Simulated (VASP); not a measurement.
Wanted: the native input for a VASP 6.6.1 run.

| Item | Value |
| --- | --- |
| Task | relaxation of the atoms |
| Functional | PBE |
| Potentials or basis | VASP PAW PBE potentials, release 64 (Mn_pv, Si) |
| Cutoff | 520 eV |
| k mesh | 8 × 4 × 1 |
| Occupations | gaussian, width 0.05 eV |
| Spin | no spin polarisation |
| Further INCAR settings | ALGO = Fast; EDIFF = 1e-06; IBRION = 2; EDIFFG = -0.01; NSW = 40 |

The structure of MnSi23 (a cell with a defect) lies in POSCAR:

```
MnSi23
1.0
    3.8671669900      0.0000000000      0.0000000000
    0.0000000000      7.7343339700      0.0000000000
    0.0000000000      0.0000000000     16.4070000000
Mn Si
1 23
Direct
    0.0000000000      0.0000000000      0.0000000000
    0.0000000000      0.5000000000      0.0000000000
    0.5000000000      0.0000000000      0.0833333300
    0.5000000000      0.5000000000      0.0833333300
    0.5000000000      0.2500000000      0.1666666700
    0.5000000000      0.7500000000      0.1666666700
    0.0000000000      0.2500000000      0.2500000000
    0.0000000000      0.7500000000      0.2500000000
    0.0000000000      0.0000000000      0.3333333300
    0.0000000000      0.5000000000      0.3333333300
    0.5000000000      0.0000000000      0.4166666700
    0.5000000000      0.5000000000      0.4166666700
    0.5000000000      0.2500000000      0.5000000000
    0.5000000000      0.7500000000      0.5000000000
    0.0000000000      0.2500000000      0.5833333300
    0.0000000000      0.7500000000      0.5833333300
    0.0000000000      0.0000000000      0.6666666700
    0.0000000000      0.5000000000      0.6666666700
    0.5000000000      0.0000000000      0.7500000000
    0.5000000000      0.5000000000      0.7500000000
    0.5000000000      0.2500000000      0.8333333300
    0.5000000000      0.7500000000      0.8333333300
    0.0000000000      0.2500000000      0.9166666700
    0.0000000000      0.7500000000      0.9166666700
```

The cell was built by a generator and needn't be a form met in nature.

The input as run:

INCAR

```
SYSTEM = MnSi23
  PREC = Accurate
  ENCUT = 520
  EDIFF = 1E-6
  ISMEAR = 0
  SIGMA = 0.05
  LREAL = .FALSE.
  LASPH = .TRUE.
  NELM = 150
  ALGO = Fast
  ISIF = 2
  LWAVE = .FALSE.
  LCHARG = .FALSE.
  GGA = PE
  IBRION = 2
  NSW = 40
  EDIFFG = -0.01
```

KPOINTS

```
regular mesh
0
G
  8 4 1
  0 0 0
```

Potentials or basis: VASP PAW PBE potentials, release 64 (Mn_pv, Si).

The run is started by

```sh
$ cat potpaw_PBE.64/Mn_pv/POTCAR potpaw_PBE.64/Si/POTCAR > POTCAR
$ mpirun -np 1 vasp_std > vasp.out
```

It gave:

```
Energy gained by relaxing    : 2.0 meV/atom
Ionic steps                  : 12
Pressure after relaxing      : -0.7 GPa
Largest force after relaxing : 0.005 eV/Å
Band gap on the k mesh       : none (metal or under the smearing width)
```

Wall time 37 min on 1 thread of Intel(R) Xeon(R) 6975P-C (Granite Rapids), with other jobs on the host, peak memory 0.74 GiB.
